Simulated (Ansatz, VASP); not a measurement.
**Hf: VASP beside Ansatz**

File INCAR:

```
SYSTEM = Hf
  PREC = Accurate
  ENCUT = 520
  EDIFF = 1E-6
  ISMEAR = -1
  SIGMA = 0.05
  LREAL = .FALSE.
  LASPH = .TRUE.
  NELM = 100
  ALGO = Normal
  ISIF = 2
  LWAVE = .FALSE.
  LCHARG = .TRUE.
  GGA = PS
  LELF = .TRUE.
  LVHAR = .TRUE.
  NBANDS = 17
```

File KPOINTS:

```
regular mesh
0
G
  13 13 7
  0 0 0
```

The input POSCAR:

```
Hf
1.0
    3.2387651710      0.0000000000      0.0000000000
   -1.6193825855      2.8048529150      0.0000000000
    0.0000000000      0.0000000000      5.1243576326
Hf
2
Direct
    0.3333333333      0.6666666667      0.2500000000
    0.6666666667      0.3333333333      0.7500000000
```

Input for Ansatz:

```yaml
crystal:
  lattice:
    - [3.238765171, 0.0, 0.0]
    - [-1.6193825855, 2.804852915, 0.0]
    - [0.0, 0.0, 5.1243576326]
  atoms:
    - { symbol: Hf, position: [0.3333333333, 0.6666666667, 0.25] }
    - { symbol: Hf, position: [0.6666666667, 0.3333333333, 0.75] }
kpoints:
  mp_grid: { grid: [13, 13, 7] }
  band_path:
    path:
      - [0.0, 0.0, 0.0]
      - [0.5, 0.0, 0.0]
      - [0.3333333333, 0.3333333333, 0.0]
      - [0.0, 0.0, 0.0]
      - [0.0, 0.0, 0.5]
      - [0.5, 0.0, 0.5]
      - [0.3333333333, 0.3333333333, 0.5]
      - [0.0, 0.0, 0.5]
      - [0.5, 0.0, 0.5]
    npoints: 5
scf:
  occupations: { method: fermi_dirac, width: 0.05 }
hamiltonian:
  xc: pbesol
  pseudopotentials: { kind: all_electron, lapw: { basis_error: 0.0005 } }
output:
  forces: true
  stress: true
  eigenvalues: true
```

Change from the starting cell: volume scaled by 1.04.

Alike in both runs: task single point; functional PBEsol; k mesh 13 × 13 × 7; occupations fermi-dirac, width 0.05 eV; no spin polarisation.

```csv
,VASP,Ansatz
version,VASP 6.6.1,Ansatz 0.2.0
potentials or method,"VASP PAW PBE potentials, release 64 (Hf_pv)","all-electron LAPW, scalar-relativistic"
plane-wave cutoff (eV),520,see its input
```

VASP gave:

```
pressure (GPa)                                  : -7.8
largest component of the traceless stress (GPa) : 0.32
```

Which values does Ansatz return?

Pressure (GPa): -7.4; largest component of the traceless stress (GPa): 0.26.

Ansatz ran all-electron here, so the differences hold the error of VASP's frozen core and of both bases.

Caveats: the PAW data sets were made with another functional, which shifts forces and pressure a little (VASP). The runs have no spin-orbit coupling, so splittings on Hf are missing.
